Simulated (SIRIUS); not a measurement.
# Zn under changes of volume

One of the cells (15.473 Å³/atom); the others are scaled copies at fixed shape and fractional positions:

```
CELL_PARAMETERS angstrom
0.00000 1.97779 1.97779
1.97779 0.00000 1.97779
1.97779 1.97779 0.00000
ATOMIC_POSITIONS crystal
Zn 0.00000 0.00000 0.00000
```

This isn't the form of Zn at room conditions, which is hcp.

| Quantity | Value |
| --- | --- |
| Program | SIRIUS 7.12.0 |
| Functional | PBEsol |
| Potentials or basis | PseudoDojo 0.4.1 PBEsol standard (scalar relativistic) |
| Cutoff | 1152 eV |
| Density cutoff | 4606 eV |
| k mesh | 12 × 12 × 12 |
| Occupations | fermi-dirac, width 0.05 eV |
| Spin | no spin polarisation |

```csv
volume (Å³/atom),energy over the lowest point (meV/atom),pressure (GPa)
14.259,0.00,-1.1
14.563,3.69,-2.7
14.866,10.24,-4.1
15.473,?,?
15.776,43.53,-7.3
16.080,58.24,-8.1
```

Problem. What does the run at 15.473 Å³/atom give?

Solution. Energy over the lowest point 30.45 meV/atom; pressure -6.4 GPa.

Worked out: A Birch-Murnaghan fit of order 3 (a polynomial in V^(-2/3)) to the other rows has its minimum at 14.07 Å³/atom, just outside them, with B0 = V·E''(V) = 88 GPa and B' = 5.5. It gives 30.48 meV/atom at 15.473 Å³/atom, against the run's 30.45, and -dE/dV = -6.4 GPa, against -6.4.

Energies are extrapolated to zero smearing.
